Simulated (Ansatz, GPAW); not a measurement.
This is a calculation of PbS (Galena) for Ansatz 0.2.0. 

Contents of input.yaml:

```yaml
crystal:
  lattice:
    - [0.0, 2.96575, 2.96575]
    - [2.96575, 0.0, 2.96575]
    - [2.96575, 2.96575, 0.0]
  atoms:
    - { symbol: Pb, position: [0.0, 0.0, 0.0] }
    - { symbol: S, position: [0.5, 0.5, 0.5] }
kpoints:
  mp_grid: { grid: [8, 8, 8] }
scf:
  occupations: { method: gaussian, width: 0.021 }
hamiltonian:
  xc: pbe
  pseudopotentials: { kind: all_electron, lapw: { basis_error: 0.001 } }
output:
  forces: true
  stress: true
  eigenvalues: true
```

Potentials or basis: all-electron LAPW, scalar-relativistic.

The run is started by

```sh
$ ansatz run input.yaml --threads 1 --pin off --max-ram 3072MiB --backend cpu --events-out ev --progress --plain --runs-dir out
```

**Question.** What does the same run look like in GPAW 26.7.0 (ASE script)? Potentials or basis there: GPAW PAW data sets (gpaw-data 1.2.1), cutoff 600 eV.

**Answer.** As run (cutoffs and basis follow the program's own potentials, and thresholds, step limits or extra output files can differ):

File run.py:

```python
from ase.dft.bandgap import bandgap
from ase.io import read, write
from ase.units import Bohr, GPa
from gpaw import GPAW, PW
from gpaw.elf import elf_from_dft_calculation

atoms = read('POSCAR')

calc = GPAW(mode=PW(600),
            xc='PBE',
            kpts={'size': (8, 8, 8), 'gamma': True},
            occupations={'name': 'methfessel-paxton', 'order': 0, 'width': 0.020999999999999998},
            nbands=19,
            convergence={'density': 1e-05, 'energy': 1e-05},
            maxiter=150,
            txt='gpaw.txt')
atoms.calc = calc
energy = atoms.get_potential_energy()
forces = atoms.get_forces()
stress = atoms.get_stress()
calc.write('gs.gpw')
write('result.traj', atoms)
print(f'Energy: {energy:.6f} eV')
print('Forces (eV/A):')
print(forces.round(4))
print('Stress (GPa):', (stress / GPa).round(3))
print('Fermi level:', round(calc.get_fermi_level(), 4), 'eV')
print(f'Gap: {bandgap(calc)[0]:.4f} eV, direct: {bandgap(calc, direct=True)[0]:.4f} eV')

# fields on the real-space grid
write('density.cube', atoms, data=calc.get_pseudo_density() * Bohr**3)
write('potential.cube', atoms, data=calc.get_electrostatic_potential())
write('elf.cube', atoms, data=elf_from_dft_calculation(calc).data)
```

Contents of POSCAR:

```
PbS
1.0
    0.0000000000      2.9657500000      2.9657500000
    2.9657500000      0.0000000000      2.9657500000
    2.9657500000      2.9657500000      0.0000000000
Pb S
1 1
Direct
    0.0000000000      0.0000000000      0.0000000000
    0.5000000000      0.5000000000      0.5000000000
```

Potentials or basis: GPAW PAW data sets (gpaw-data 1.2.1), pw.

Launch:

```sh
$ OMP_NUM_THREADS=1 python run.py
```

Both were run:

|  | Ansatz | GPAW |
| --- | --- | --- |
| Pressure | 2.2 GPa | 2.0 GPa |

Where Ansatz's input types no cutoff or centring, it takes its own default and a Γ-centred mesh.

Pressure is positive in compression.
